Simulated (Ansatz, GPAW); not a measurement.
## Geometry or basis: what sets the conductance of an Ir chain with a Pd atom on top of one atom

Wanted: T(E) of an Ir chain with a Pd atom on top of one atom at a relaxed geometry in two programs, beside the unrelaxed structure.

Program: GPAW 26.7.0 and Ansatz 0.2.0. Level of theory: Ansatz plane waves; relaxation of the junction with the lead ends held, in the first sound run; inputs show where later runs differ. Results are calculated unless marked as measured.

This is a report of a sequence of runs, with most program output left out.

**1. Set-up**

The cell holds 18 atoms: 17 Ir and 1 Pd. Its edges and angles: a = 9.000 Å, b = 9.000 Å, c = 39.100 Å, α = 90.0°, β = 90.0°, γ = 90.0°. Regions: left lead, 8 atoms (8 Ir); channel, 2 atoms (1 Ir and 1 Pd); right lead, 8 atoms (8 Ir). Vacuum lies along a and b. The structure is stacked along c, and the current runs across the ab planes.

**2. Relaxing the atoms**

Transmission follows bond lengths closely, so the atoms between the held lead ends are relaxed first, from a slightly shaken start that lets symmetry break.

Contents of input.yaml:

```yaml
crystal:
  lattice:
    - [9.0, 0.0, 0.0]
    - [0.0, 9.0, 0.0]
    - [0.0, 0.0, 39.1]
  atoms:
    - { symbol: Ir, position: [0.5, 0.5, 0.0294117647] }
    - { symbol: Ir, position: [0.5, 0.5, 0.0882352941] }
    - { symbol: Ir, position: [0.5, 0.5, 0.1470588235] }
    - { symbol: Ir, position: [0.5, 0.5, 0.2058823529] }
    - { symbol: Ir, position: [0.5, 0.5, 0.2647058824] }
    - { symbol: Ir, position: [0.5, 0.5, 0.3235294118] }
    - { symbol: Ir, position: [0.4985588666, 0.4962330108, 0.3828699568] }
    - { symbol: Ir, position: [0.4963072847, 0.5067130519, 0.441885508] }
    - { symbol: Ir, position: [0.4988024569, 0.5019017191, 0.5012365134] }
    - { symbol: Pd, position: [0.7650021207, 0.4969224511, 0.5008171921] }
    - { symbol: Ir, position: [0.5017258021, 0.4990681632, 0.5596615331] }
    - { symbol: Ir, position: [0.5016892477, 0.5035874695, 0.6172435557] }
    - { symbol: Ir, position: [0.5, 0.5, 0.6764705882] }
    - { symbol: Ir, position: [0.5, 0.5, 0.7352941176] }
    - { symbol: Ir, position: [0.5, 0.5, 0.7941176471] }
    - { symbol: Ir, position: [0.5, 0.5, 0.8529411765] }
    - { symbol: Ir, position: [0.5, 0.5, 0.9117647059] }
    - { symbol: Ir, position: [0.5, 0.5, 0.9705882353] }
kpoints:
  mp_grid: { grid: [1, 1, 2] }
hamiltonian:
  xc: pbe
scf:
  occupations: { method: fermi_dirac, width: 0.1 }
relax:
  f_tol: 0.03
  max_steps: 80
  constraints: [{ sites: [0, 1, 2, 3, 4, 5, 12, 13, 14, 15, 16, 17] }]
```

Run with:

```console
$ ansatz run input.yaml --threads 4 --pin off --max-ram 8192MiB --backend cpu --events-out ev --progress --plain --runs-dir out
```

It took 7.9 min on 4 threads of Arm Neoverse V1, shared host; peak memory 4.9 GiB; 31 min of CPU time.

Relaxation path (22 of 26):

```tsv
step	energy less that of the first step (eV)	largest force component (eV/Å)
1	0.0000	0.9566
2	-0.2736	0.9393
3	-0.6064	1.0374
5	-1.1569	0.4482
6	-1.2697	0.2394
7	-1.3319	0.2467
8	-1.3703	0.2036
9	-1.3938	0.1143
11	-1.4021	0.0540
12	-1.4037	0.0319
13	-1.4047	0.0335
14	-1.4047	0.2647
15	-1.4064	0.0557
16	-1.4082	0.1117
18	-1.4111	0.0786
19	-1.4158	0.0123
20	-1.4138	0.2543
21	-1.4171	0.0278
22	-1.4167	0.1110
24	-1.4181	0.0419
25	-1.4183	0.0272
26	-1.4183	0.0274
```

Relaxation steps 14, 20, 22 were tried and not accepted.

The atoms that moved most (Å):

```tsv
atom	dx	dy	dz	length
Ir9	-0.552	-0.780	-0.042	0.956
Pd10	-0.792	0.453	-0.063	0.915
Ir12	-0.132	-0.600	-0.076	0.619
Ir7	-0.080	-0.541	0.073	0.552
Ir11	-0.037	0.114	-0.121	0.170
Ir8	0.007	0.046	0.060	0.076
```

This step gave:

```yaml
free_energy: -209808.6559 eV
smearing_term_ts: 1.728 eV
symmetry_operations: 1
```

The relaxation lowered the energy of the cell by 1.42 eV.

**3. Plane waves, PBE**

A plane-wave run comes first: its basis does not favour the atoms, so it serves as the reference for the orbital bases.

This step: Ansatz plane waves; Landauer transmission by layers, zero bias (Ansatz 0.2.0).

Contents of input.yaml:

```yaml
crystal:
  lattice:
    - [9.0, 0.0, 0.0]
    - [0.0, 9.0, 0.0]
    - [0.0, 0.0, 39.1]
  atoms:
    - { symbol: Ir, position: [0.5, 0.5, 0.0294117647] }
    - { symbol: Ir, position: [0.5, 0.5, 0.0882352941] }
    - { symbol: Ir, position: [0.5, 0.5, 0.1470588235] }
    - { symbol: Ir, position: [0.5, 0.5, 0.2058823529] }
    - { symbol: Ir, position: [0.5, 0.5, 0.2647058824] }
    - { symbol: Ir, position: [0.5, 0.5, 0.3235294118] }
    - { symbol: Ir, position: [0.4897123944, 0.4361326957, 0.3847244767] }
    - { symbol: Ir, position: [0.4970384334, 0.5118076291, 0.44343186] }
    - { symbol: Ir, position: [0.4374232161, 0.4152815884, 0.5001577676] }
    - { symbol: Pd, position: [0.6770222695, 0.5472710289, 0.4991985901] }
    - { symbol: Ir, position: [0.4975720116, 0.5116829281, 0.5565727063] }
    - { symbol: Ir, position: [0.4870668363, 0.4369422888, 0.6152987933] }
    - { symbol: Ir, position: [0.5, 0.5, 0.6764705882] }
    - { symbol: Ir, position: [0.5, 0.5, 0.7352941176] }
    - { symbol: Ir, position: [0.5, 0.5, 0.7941176471] }
    - { symbol: Ir, position: [0.5, 0.5, 0.8529411765] }
    - { symbol: Ir, position: [0.5, 0.5, 0.9117647059] }
    - { symbol: Ir, position: [0.5, 0.5, 0.9705882353] }
kpoints:
  mp_grid: { grid: [1, 1, 2] }
hamiltonian:
  xc: pbe
scf:
  occupations: { method: fermi_dirac, width: 0.1 }
output:
  transmission:
    leads: [[0, 1]]
    e_range: [-2, 2]
    de: 0.025
    kmesh: [1, 1]
    reduced_basis: true
  write_potential: true
  write_density: true
  volumetric_format: npy
```

It took 2.6 min on 4 threads; peak memory 5.2 GiB; 7.5 min of CPU time.

This step gave:

```
free energy                                             : -209808.6560 eV
lead level                                              : 0 eV from the Fermi level
transmission at the Fermi level (one spin)              : 2.568
open channels of the lead at the Fermi level (one spin) : 6
step of the potential along the lead                    : 4.2 meV
offset of the lead                                      : 0 Å
filling of the lead less its bulk value, in size        : 9 meV
conductance                                             : 2.530 G₀
```

One spin. The transmission, zone mean by energy, zero at the Fermi level:

```tsv
energy (eV)	transmission, zone mean
-2.000	1.23
-1.900	1.42
-1.800	1.52
-1.700	1.68
-1.600	2.25
-1.500	2.73
-1.450	3.49
-1.400	2.90
-1.300	2.55
-1.200	2.56
-1.100	2.74
-1.000	2.94
-0.900	3.25
-0.800	3.63
-0.750	3.78
-0.700	3.72
-0.600	3.39
-0.500	3.26
-0.400	3.53
-0.300	2.92
-0.200	2.82
-0.100	2.76
0.000	2.57
0.100	2.07
0.200	1.56
0.300	1.46
0.400	1.49
0.500	1.58
0.600	1.59
0.700	1.41
0.800	1.22
0.900	1.12
1.000	1.10
1.100	1.08
1.200	1.07
1.300	1.06
1.400	1.06
1.500	1.09
1.600	1.17
1.700	1.31
1.775	1.38
1.800	1.37
1.900	1.24
2.000	1.07
```

One spin. Open channels, zone mean against energy, zero at the Fermi level:

```tsv
energy (eV)	open channels, zone mean
-2.000	3
-1.800	4
-1.600	4
-1.400	6
-1.200	6
-1.000	6
-0.800	6
-0.600	6
-0.400	6
-0.200	6
0.000	6
0.200	4
0.400	4
0.600	4
0.800	4
1.000	3
1.200	3
1.400	3
1.600	3
1.800	3
2.000	3
```

Crystal 0, spin -, k parallel (0, 0); distinct values, listed up to 1.5 1/Å. Im kz of the slowest decaying states against energy, zero at the Fermi level:

```tsv
energy (eV)	decay 1 (Å⁻¹)	decay 2 (Å⁻¹)	decay 3 (Å⁻¹)	decay 4 (Å⁻¹)
-2.000	0.0445	0.549	0.549	1.33
-1.800	0.445	0.446	1.31	1.31
-1.600	0.300	0.301	1.29	1.29
-1.400	1.27	1.27	1.33	1.44
-1.200	1.25	1.25	1.31	1.42
-1.000	1.23	1.23	1.29	1.41
-0.800	1.21	1.21	1.27	1.39
-0.600	1.19	1.19	1.25	1.37
-0.400	1.17	1.17	1.23	1.35
-0.200	1.14	1.14	1.21	1.33
0.000	1.12	1.12	1.18	1.31
0.200	0.247	0.247	1.10	1.10
0.400	0.369	0.369	1.07	1.07
0.600	0.452	1.05	1.05	1.11
0.800	0.515	0.515	1.03	1.03
1.000	0.0968	0.567	0.567	1.00
1.200	0.198	0.611	0.975	0.975
1.400	0.258	0.648	0.949	0.949
1.600	0.304	0.681	0.923	0.923
1.800	0.340	0.709	0.709	0.897
2.000	0.371	0.735	0.735	0.870
```

Crystal 0, spin -, k parallel (0, 0). Re kz of states that move upwards against energy, zero at the Fermi level:

```tsv
energy (eV)	channel 1 (Å⁻¹)	channel 2 (Å⁻¹)	channel 3 (Å⁻¹)	channel 4 (Å⁻¹)	channel 5 (Å⁻¹)	channel 6 (Å⁻¹)
-2.000	-0.680	-0.680	0.708	-	-	-
-1.800	-0.648	-0.647	0.258	0.724	-	-
-1.600	-0.616	-0.616	0.369	0.741	-	-
-1.400	-0.585	-0.585	0.156	0.157	0.454	0.759
-1.200	-0.555	-0.554	0.383	0.384	0.527	0.777
-1.000	-0.525	-0.524	0.529	0.529	0.591	0.796
-0.800	-0.495	-0.495	0.648	0.653	0.653	0.817
-0.600	-0.466	-0.466	0.698	0.770	0.770	0.842
-0.400	-0.437	-0.437	0.742	0.871	0.889	0.889
-0.200	-0.408	-0.408	0.777	0.908	1.02	1.02
0.000	-0.380	-0.379	0.806	0.951	1.21	1.21
0.200	-0.351	-0.350	0.829	1.00	-	-
0.400	-0.322	-0.322	0.850	1.06	-	-
0.600	-0.293	-0.292	0.868	1.13	-	-
0.800	-0.263	-0.263	0.885	1.21	-	-
1.000	-0.233	-0.233	0.902	-	-	-
1.200	-0.202	-0.201	0.918	-	-	-
1.400	-0.170	-0.169	0.934	-	-	-
1.600	-0.135	-0.135	0.949	-	-	-
1.800	-0.0977	-0.0972	0.964	-	-	-
2.000	-0.0496	-0.0487	0.980	-	-	-
```

The electrostatic potential energy of an electron (with the applied field's), less the Fermi level, planar mean oscillates, so the rows of the table below give means over windows of 2.32 Å about each position, cut where the curve ends. Its first 14 maxima inside the range that stand out by 2 % of the span (Å: eV): 2.3: 5.28, 4.6: 5.27, 7.0: 5.26, 9.3: 5.25, 11.4: 5.23, 13.9: 5.19, 16.2: 4.99, 18.4: 4.40, 20.7: 4.42, 22.9: 4.99, 25.2: 5.19, 27.7: 5.23, 29.8: 5.25, 32.1: 5.26. Its first 14 minima: 1.2: 3.44, 3.5: 3.44, 5.8: 3.44, 8.1: 3.45, 10.3: 3.43, 12.6: 3.39, 15.1: 3.29, 17.4: 3.06, 19.6: 0.849, 21.7: 3.06, 24.0: 3.29, 26.5: 3.39, 28.8: 3.43, 31.0: 3.45.

Electrostatic potential energy of an electron (with the applied field's), less the Fermi level, planar mean against z; means over each step:

z (Å), electrostatic potential energy of an electron (with the applied field's), less the Fermi level, planar mean (eV) and a bar from the least value:
```
     1.16       4.36 ##############################
     3.48       4.36 ##############################
     5.80       4.35 ##############################
     8.12       4.35 ##############################
    10.44       4.33 #############################
    12.76       4.29 #############################
    15.08       4.19 ###########################
    17.40       3.88 ######################
    19.72       2.64 
    22.04       3.97 #######################
    24.36       4.22 ############################
    26.68       4.30 #############################
    29.00       4.33 #############################
    31.32       4.35 ##############################
    33.64       4.35 ##############################
    35.96       4.36 ##############################
    38.28       4.14 ##########################
```

The valence density, planar mean oscillates, so the rows of the table below give means over windows of 2.32 Å about each position, cut where the curve ends. Its first 14 maxima inside the range that stand out by 2 % of the span (Å: e/Å³): 1.2: 0.180, 3.5: 0.179, 5.8: 0.179, 8.1: 0.178, 10.3: 0.178, 12.6: 0.178, 15.1: 0.179, 17.4: 0.180, 19.6: 0.385, 21.7: 0.180, 24.0: 0.179, 26.5: 0.178, 28.8: 0.178, 31.0: 0.178. Its first 14 minima: 2.3: 0.0278, 4.6: 0.0278, 7.0: 0.0279, 9.3: 0.0282, 11.4: 0.0282, 13.9: 0.0240, 16.2: 0.0272, 18.4: 0.0393, 20.7: 0.0380, 22.9: 0.0272, 25.2: 0.0240, 27.7: 0.0282, 29.8: 0.0282, 32.1: 0.0279.

The valence density, planar mean by z; means over each step:

```tsv
z (Å)	valence density, planar mean (e/Å³)
1.16	0.0907
3.48	0.0907
5.80	0.0907
8.12	0.0908
10.44	0.0907
12.76	0.0900
15.08	0.0906
17.40	0.0940
19.72	0.184
22.04	0.0922
24.36	0.0899
26.68	0.0906
29.00	0.0907
31.32	0.0908
33.64	0.0908
35.96	0.0908
38.28	0.106
```

T at the Fermi level is 2.57 of 6 open channels a spin, without spin-orbit coupling, which is large for these atoms.

**4. GPAW, dzp**

The script solves lead and junction separately, takes H and S in the orbital basis, and joins semi-infinite leads through their self-energies; the dzp basis is the working standard.

This step: GPAW LCAO, PAW setups; Landauer transmission from Green's functions with principal layers (ASE), zero bias (GPAW 26.7.0).

Contents of run.py:

```python
import json
import numpy as np
from ase import Atoms
from ase.transport.calculators import TransportCalculator
from gpaw import GPAW, FermiDirac
from gpaw.lcao.tools import get_lcao_hamiltonian
from scipy.linalg import eigh

# The junction with lead layers at both ends, along the third cell vector
device = Atoms(
    ['Ir', 'Ir', 'Ir', 'Ir', 'Ir', 'Ir', 'Ir', 'Ir', 'Ir', 'Pd', 'Ir', 'Ir', 'Ir', 'Ir', 'Ir', 'Ir', 'Ir', 'Ir'],
    positions=[
        [4.50000, 4.50000, 1.15000],
        [4.50000, 4.50000, 3.45000],
        [4.50000, 4.50000, 5.75000],
        [4.50000, 4.50000, 8.05000],
        [4.50000, 4.50000, 10.35000],
        [4.50000, 4.50000, 12.65000],
        [4.40741, 3.92519, 15.04273],
        [4.47335, 4.60627, 17.33819],
        [3.93681, 3.73753, 19.55617],
        [6.09320, 4.92544, 19.51866],
        [4.47815, 4.60515, 21.76199],
        [4.38360, 3.93248, 24.05818],
        [4.50000, 4.50000, 26.45000],
        [4.50000, 4.50000, 28.75000],
        [4.50000, 4.50000, 31.05000],
        [4.50000, 4.50000, 33.35000],
        [4.50000, 4.50000, 35.65000],
        [4.50000, 4.50000, 37.95000]],
    cell=[[9.0, 0.0, 0.0], [0.0, 9.0, 0.0], [0.0, 0.0, 39.1]],
    pbc=True)

# One principal layer of the lead: the first 5 atoms of the device
lead = Atoms(
    ['Ir', 'Ir', 'Ir', 'Ir', 'Ir'],
    positions=[
        [4.50000, 4.50000, 1.15000],
        [4.50000, 4.50000, 3.45000],
        [4.50000, 4.50000, 5.75000],
        [4.50000, 4.50000, 8.05000],
        [4.50000, 4.50000, 10.35000]],
    cell=[[9.0, 0.0, 0.0], [0.0, 9.0, 0.0], [0.0, 0.0, 11.5]],
    pbc=True)

settings = dict(mode='lcao', basis='dzp', xc='PBE', h=0.2,
                occupations=FermiDirac(0.1), maxiter=250,
                mixer=dict(beta=0.1, nmaxold=8, weight=100.0),
                convergence=dict(density=0.0001))
energies = np.arange(-2, 2 + 1e-9, 0.025)
eta = 0.0001
n1, n2 = 1, 1
# k and -k transmit alike, so half of the mesh across the current serves
mesh = [(i, j) for i in range(n1) for j in range(n2) if (i, j) <= (-i % n1, -j % n2)]
weights = np.array([1 if (i, j) == (-i % n1, -j % n2) else 2 for i, j in mesh]) / (n1 * n2)

# [... helper functions left out ...]
fermi_lead = ground_state(lead, (1, 1, 10), 'lead.txt')
fermi_device = ground_state(device, (1, 1, 2), 'device.txt')
# [... loop over the mesh left out, but for ...]
        # Shift the lead onto the potential of the device's first layer
        shift = ((H[:, 0, 0] - H0[:, 0, 0]) / S0[0, 0]).real.mean()
# [...]
kT = 8.617333e-5 * 300
bias = [0.1, 0.2, 0.5, 1.0, 1.5, 2.0]
# [... integrals and printing left out ...]
```

Run with:

```console
$ OMP_NUM_THREADS=1 OPENBLAS_NUM_THREADS=1 python run.py
```

Run time: 6.1 min. Hardware: 1 thread; peak memory 1.5 GiB.

Numbers from this step:

```yaml
conductance: 2.579 G₀
largest_coupling_past_the_next_principal_layer: 1.48e-6 eV
largest_misfit_of_the_first_principal_layer: 0.1269 eV
shift_that_aligns_the_lead: -0.001904 eV
basis_functions_of_the_junction: 486
basis_functions_of_a_principal_layer: 135
transmission_at_the_fermi_level_one_spin: 2.606
```

One spin. The transmission, zone mean by energy, zero at the Fermi level:

```tsv
energy (eV)	transmission, zone mean
-2.000	1.24
-1.900	1.40
-1.800	1.52
-1.700	1.75
-1.600	2.45
-1.500	2.54
-1.400	3.22
-1.300	2.51
-1.200	2.42
-1.100	2.69
-1.000	2.89
-0.900	3.16
-0.800	3.37
-0.700	3.80
-0.675	3.82
-0.600	3.63
-0.500	3.49
-0.425	3.71
-0.400	3.70
-0.300	3.07
-0.200	2.87
-0.100	2.78
0.000	2.61
0.100	2.13
0.200	1.49
0.300	1.43
0.400	1.50
0.500	1.60
0.600	1.53
0.700	1.32
0.800	1.17
0.900	1.13
1.000	1.10
1.100	1.08
1.200	1.06
1.300	1.05
1.400	1.06
1.500	1.10
1.600	1.21
1.700	1.34
1.725	1.36
1.800	1.29
1.900	1.06
2.000	0.999
```

Not self-consistent under bias; the bias window is split evenly. Table of current through one cell, from the zero-bias transmission by bias:

```tsv
bias (V)	current through one cell, from the zero-bias transmission (μA)
0.100	19.9
0.200	39.2
0.500	92.1
1.000	186
1.500	285
2.000	370
```

Table of transmission of the three most open eigenchannels by energy, zero at the Fermi level:

```tsv
energy (eV)	channel 1	channel 2	channel 3
-2.000	0.818	0.384	0.0309
-1.900	0.917	0.415	0.0419
-1.800	0.971	0.443	0.0815
-1.700	0.991	0.499	0.249
-1.600	0.994	0.895	0.562
-1.500	0.998	0.924	0.602
-1.400	0.998	0.981	0.765
-1.300	0.998	0.765	0.547
-1.200	0.998	0.625	0.421
-1.100	0.991	0.857	0.597
-1.000	0.958	0.946	0.665
-0.900	0.951	0.919	0.657
-0.800	0.968	0.951	0.739
-0.700	0.995	0.954	0.775
-0.600	0.993	0.826	0.772
-0.500	0.994	0.766	0.707
-0.400	0.993	0.800	0.720
-0.300	0.968	0.913	0.789
-0.200	0.986	0.961	0.812
-0.100	0.988	0.900	0.858
0.000	0.989	0.905	0.696
0.100	0.918	0.840	0.368
0.200	0.886	0.329	0.268
0.300	0.916	0.357	0.147
0.400	0.945	0.444	0.106
0.500	0.976	0.554	0.0653
0.600	0.988	0.515	0.0219
0.700	0.978	0.338	0.00298
0.800	0.959	0.215	2.5e-4
0.900	0.972	0.158	7.9e-4
1.000	0.967	0.135	0.00142
1.100	0.950	0.130	0.00187
1.200	0.923	0.139	0.00224
1.300	0.886	0.165	0.00260
1.400	0.837	0.219	0.00296
1.500	0.771	0.326	0.00333
1.600	0.675	0.529	0.00365
1.700	0.821	0.519	0.00378
1.800	0.987	0.297	0.00335
1.900	0.991	0.0720	0.00143
2.000	0.999	9.8e-8	2.5e-9
```

At the Fermi level T is 2.61 against 2.57 in plane waves. Couplings past the next layer reach 1.5e-6 eV, small enough to drop; the matrix elements of the cell's first layer differ from the bulk lead's by up to 0.13 eV. That layer keeps its own values in the calculation, and only beyond it is the lead taken as perfect. The Fermi levels of lead and junction count from different zeros of potential, one for each periodic cell; with both set to zero, the small remaining shift is what aligns them. Without spin-orbit coupling, which is large for these atoms, channel counts and T are those of the scalar-relativistic bands. By hand: G = 2.579 × 77.48 μS = 200 μS, a resistance of 5.00 kΩ; at 0.1 V a linear junction would pass 20.0 μA, and the integral over the bias window gives 19.9 μA.

**5. Single-zeta polarised basis**

The second zeta is dropped, the polarisation orbitals stay.

run.py: that of step 4 with these lines changed.

```diff
@@ -45,3 +45,3 @@
 
-settings = dict(mode='lcao', basis='dzp', xc='PBE', h=0.2,
+settings = dict(mode='lcao', basis='szp(dzp)', xc='PBE', h=0.2,
                 occupations=FermiDirac(0.1), maxiter=250,
```

Elapsed: 3.2 min, on 1 thread; peak memory 1.4 GiB.

This step gave:

| Property | Result |
| --- | --- |
| conductance | 2.663 G₀ |
| largest misfit of the first principal layer | 0.1255 eV |
| shift that aligns the lead | -0.002324 eV |
| basis functions of the junction | 270 |
| basis functions of a principal layer | 75 |
| transmission at the Fermi level (one spin) | 2.686 |

The conductance, 2.66 G₀, lies 3.3 % above that of the dzp run.

**6. GPAW, sz: basis = "sz(dzp)"**

The minimal basis is the cheapest rung: no second zeta and no polarisation.

run.py: that of step 5 with these lines changed.

```diff
@@ -45,3 +45,3 @@
 
-settings = dict(mode='lcao', basis='szp(dzp)', xc='PBE', h=0.2,
+settings = dict(mode='lcao', basis='sz(dzp)', xc='PBE', h=0.2,
                 occupations=FermiDirac(0.1), maxiter=250,
```

Wall time 2.6 min (1 thread); peak memory 1.4 GiB.

This step gave:

* conductance: 2.680 G₀
* largest coupling past the next principal layer: 1.47e-6 eV
* largest misfit of the first principal layer: 0.07149 eV
* shift that aligns the lead: -0.003343 eV
* basis functions of the junction: 216
* basis functions of a principal layer: 60
* transmission at the Fermi level (one spin): 2.705

The conductance, 2.68 G₀, lies 3.9 % above that of the dzp run.

**7. LDA in the dzp basis: xc = "LDA"**

Back in the dzp basis, the functional changes from PBE to LDA, to set the spread between functionals beside that between bases.

run.py: that of step 6 with these lines changed.

```diff
@@ -45,3 +45,3 @@
 
-settings = dict(mode='lcao', basis='sz(dzp)', xc='PBE', h=0.2,
+settings = dict(mode='lcao', basis='dzp', xc='LDA', h=0.2,
                 occupations=FermiDirac(0.1), maxiter=250,
```

Wall time 5.3 min (1 thread); peak memory 1.5 GiB.

Numbers from this step:

| Property | Result |
| --- | --- |
| conductance | 2.596 G₀ |
| largest coupling past the next principal layer | 1.53e-6 eV |
| largest misfit of the first principal layer | 0.1213 eV |
| shift that aligns the lead | -7.94e-4 eV |
| basis functions of the junction | 486 |
| basis functions of a principal layer | 135 |
| transmission at the Fermi level (one spin) | 2.621 |

The conductance, 2.60 G₀, lies 0.7 % above that of the dzp run.

(Continued in part 2 of 2.)

[Logs are printed without paths, hosts, clocks, repeated set-up lines and the standing remarks that a program may print on its own settings, such as how far it seeks lower states.]

[Hosts, paths, dates, database ids (printed as entryN), source tags and the programs' standing remarks are cut or masked in the printed files.]
